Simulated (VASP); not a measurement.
Runs of VASP 6.6.1 on TaC. Symmetry: Fm-3m, No. 225, cubic system. Conventional cell: a = 4.468 Å, b = 4.468 Å, c = 4.468 Å, α = 90.00°, β = 90.00°, γ = 90.00°. Ta (site symmetry m-3m) has 6 C at 2.23 Å as nearest neighbours. Around C (site symmetry m-3m) lie 6 Ta at 2.23 Å. The cell is a database's computed one.

```csv
task,level,potentials or basis,cell,cutoff (eV),gap on the mesh (eV),pressure (GPa),relaxed volume (Å³/atom)
relaxation of cell and atoms,PBE+D3(BJ),"VASP PAW PBE potentials, release 64 (Ta_pv, C)",relaxed,600,none,0.0,11.00
relaxation of cell and atoms,RPBE,"VASP PAW PBE potentials, release 64 (Ta_pv, C)",relaxed,600,none,0.0,(b)
relaxation of cell and atoms,LDA,"VASP PAW LDA potentials, release 64 (Ta_pv, C)",relaxed,600,none,0.0,10.80
relaxation of cell and atoms,PBE,"VASP PAW PBE potentials, release 64 (Ta_pv, C)",relaxed,600,none,0.0,11.22
single point,PBEsol,"VASP PAW PBE potentials, release 64 (Ta_pv, C)",as given,520,none,(a),-
```

Alike in all rows: no spin polarisation; k mesh 16 × 16 × 16; smearing gaussian 0.1 eV.

Q: Estimate the missing entries.

A: (a) -5.5; (b) 11.37.

Caveats: the PAW data sets were made with another functional, which shifts forces and pressure a little (some runs); pairwise dispersion overbinds metals, which lowers pressure and volume (some runs).

A k mesh can miss the band edges, and the runs leave out spin-orbit coupling on Ta.

A gap of «none» marks a metal or a gap under the smearing width.
